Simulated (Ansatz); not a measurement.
Runs of Ansatz 0.2.0 on RbBr. The structure is cubic, space group Fm-3m (No. 225). The conventional cell has a = 6.854 Å, b = 6.854 Å, c = 6.854 Å, α = 90.00°, β = 90.00°, γ = 90.00°. Rb (site symmetry m-3m) is surrounded by 6 Br at 3.43 Å. Br (site symmetry m-3m) has 6 Rb at 3.43 Å as nearest neighbours. 

| task | level | potentials or basis | cell | k mesh | cutoff (eV) | share of exact exchange | screening of exact exchange | basis error allowed | gap on the mesh (eV) | pressure (GPa) |
| --- | --- | --- | --- | --- | --- | --- | --- | --- | --- | --- |
| relaxation of cell and atoms | PBEsol | all-electron LAPW, scalar-relativistic | relaxed to 5 GPa | 7 × 7 × 7 | - | - | - | 0.001 eV/atom | 4.78 | 5.0 |
| relaxation of cell and atoms | PBEsol | all-electron LAPW, scalar-relativistic | relaxed to 30 GPa | 7 × 7 × 7 | - | - | - | 0.001 eV/atom | 4.00 | 30.0 |
| relaxation of cell and atoms | PBEsol | all-electron LAPW, scalar-relativistic | relaxed to 10 GPa | 7 × 7 × 7 | - | - | - | 0.001 eV/atom | (a) | 10.0 |
| single point | HSE(alpha, omega) | all-electron PAW datasets made for the crystal | as given | 4 × 4 × 4 | 220 | 0.25 | 0.2 1/A | - | 5.55 | 0.8 |
| single point | HSE(alpha, omega) | all-electron PAW datasets made for the crystal | as given | 4 × 4 × 4 | 220 | 0.25 | 0.15 1/A | - | 5.70 | 0.8 |
| single point | HSE(alpha, omega) | all-electron PAW datasets made for the crystal | as given | 4 × 4 × 4 | 220 | 0.25 | 0.4 1/A | - | (b) | 0.8 |
| relaxation of cell and atoms | PBEsol | all-electron LAPW, scalar-relativistic | relaxed to 2 GPa | 7 × 7 × 7 | - | - | - | 0.001 eV/atom | 4.49 | 2.0 |
| single point | HSE(alpha, omega) | all-electron PAW datasets made for the crystal | as given | 4 × 4 × 4 | 220 | 0.25 | 0.1 1/A | - | 5.87 | 0.7 |

Alike in all rows: no spin polarisation; smearing fermi-dirac 0.05 eV.

Estimate the missing entries.

(a) 4.90; (b) 5.11.

Caveats: an odd mesh through Γ misses points on the zone boundary, where band edges often lie (some runs).

A k mesh can miss the band edges, and the runs leave out spin-orbit coupling on Br, Rb.

The runs don't all hold the same shells in valence.
